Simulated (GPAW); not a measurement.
Mo in GPAW: the effect of strain

Crystal: Mo.

```
CELL_PARAMETERS angstrom
-1.61549 1.61549 1.58381
1.61549 -1.61549 1.58381
1.61549 1.61549 -1.58381
ATOMIC_POSITIONS crystal
Mo 0.00000 0.00000 0.00000
```

The cell isn't the ideal one: strain = 0.02.

Alike in all runs:

```yaml
Program: GPAW 26.7.0
Task: single point
Functional: PBE
Potentials_or_basis: GPAW PAW data sets (gpaw-data 1.2.1)
Cutoff: 600 eV
Basis: pw
k_mesh: 12 × 12 × 12
Occupations: fermi-dirac, width 0.05 eV
Spin: no spin polarisation
Maxiter: 150
```

One run gave: pressure 3.0 GPa. Which strain did it use?
A. -0.01
B. -0.04
C. 0.02

A.

```tsv
strain	pressure (GPa)
0.02	-11.2
-0.04	22.4
-0.01	3.0
```

Caveats: the density grid can change from cell to cell, which puts small steps into energies and stress.
